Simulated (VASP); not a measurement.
Write the native input for VASP 6.6.1 that does the following.

* Task: band structure
* Functional: PBE
* Potentials or basis: VASP PAW PBE potentials, release 64 (Al, O)
* Cutoff: 900 eV
* k mesh: 7 × 7 × 3
* Occupations: fermi-dirac, width 0.05 eV
* Spin: no spin polarisation
* Further INCAR settings: ALGO = Fast; EDIFF = 1e-06

The structure of Al2O3 lies in POSCAR:

```
Al2O3
1.0
    3.0174825440      0.0000000000      0.0000000000
   -1.5087412720      2.6132165386      0.0000000000
    0.0000000000      0.0000000000      7.5746360022
Al O
2 3
Direct
    0.0000000000      0.0000000000      0.7220490000
    0.0000000000      0.0000000000      0.2779510000
    0.0000000000      0.0000000000      0.5000000000
    0.6666666667      0.3333333333      0.8005460000
    0.3333333333      0.6666666667      0.1994540000
```

Measurements of this composition are mostly on another form, of space group No. 167.

One way to write it, as run:

INCAR

```
PREC = Accurate ; ENCUT = 900
EDIFF = 1E-6 ; ISMEAR = -1
SIGMA = 0.05 ; LREAL = F
LASPH = T ; NELM = 80
ALGO = Fast ; ISIF = 2
LWAVE = F ; LCHARG = F
GGA = PE
```

KPOINTS

```
Automatic mesh
0
Gamma
  7 7 3
```

KPOINTS_OPT

```
path GMKGALHA,LM,KH
20
line-mode
reciprocal
 0.0000000000  0.0000000000  0.0000000000  G
 0.5000000000  0.0000000000  0.0000000000  M

 0.5000000000  0.0000000000  0.0000000000  M
 0.3333333333  0.3333333333  0.0000000000  K

 0.3333333333  0.3333333333  0.0000000000  K
 0.0000000000  0.0000000000  0.0000000000  G

 0.0000000000  0.0000000000  0.0000000000  G
 0.0000000000  0.0000000000  0.5000000000  A

 0.0000000000  0.0000000000  0.5000000000  A
 0.5000000000  0.0000000000  0.5000000000  L

 0.5000000000  0.0000000000  0.5000000000  L
 0.3333333333  0.3333333333  0.5000000000  H

 0.3333333333  0.3333333333  0.5000000000  H
 0.0000000000  0.0000000000  0.5000000000  A

 0.5000000000  0.0000000000  0.5000000000  L
 0.5000000000  0.0000000000  0.0000000000  M

 0.3333333333  0.3333333333  0.0000000000  K
 0.3333333333  0.3333333333  0.5000000000  H
```

Potentials or basis: VASP PAW PBE potentials, release 64 (Al, O).

Launch:

```bash
$ cat potpaw_PBE.64/Al/POTCAR potpaw_PBE.64/O/POTCAR > POTCAR
$ mpirun -np 1 vasp_std > vasp.out
```

Results of the run:

```yaml
Pressure: -0.5 GPa
Largest_force: 0.096 eV/Å
Band_gap_on_the_k_mesh: 2.29 eV, direct
Band_gap_along_the_path: 2.29 eV, direct
```

Run time: 2.6 min on 1 thread of Intel(R) Xeon(R) 6975P-C (Granite Rapids) (shared host), peak memory 0.28 GiB.
